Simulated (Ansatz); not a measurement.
Band gaps on a Γ-centred 6×6×6 mesh, computed with r²SCAN in Ansatz (plane waves, PAW datasets (generated hard set); cutoff 700 eV), no spin polarisation, no spin–orbit coupling.

(1) Rank by gap, smallest first.
A. TePb (rock salt, a = 6.570 Å)
B. SnTe (rock salt, a = 6.410 Å)
C. BN (zinc blende, a = 3.630 Å)
D. GaP (zinc blende, a = 5.510 Å)
E. MgO (rock salt, a = 4.250 Å)
F. AlN (zinc blende, a = 4.400 Å)

## Answers

(1) B (0.19 eV), A (1.13 eV), D (1.93 eV), F (3.92 eV), C (4.97 eV), E (5.36 eV).

Model structures, not the usual forms at ambient conditions (metastable or hypothetical): AlN (zinc blende type). A gap read on the mesh is an upper bound of this method's gap, since the mesh can miss a band edge. Spin–orbit coupling is left out; with heavy elements it can shift the gap and split levels by tenths of an eV. Potentials made with PBE were used with another functional. Semilocal functionals give gaps that mostly lie well below measured ones.
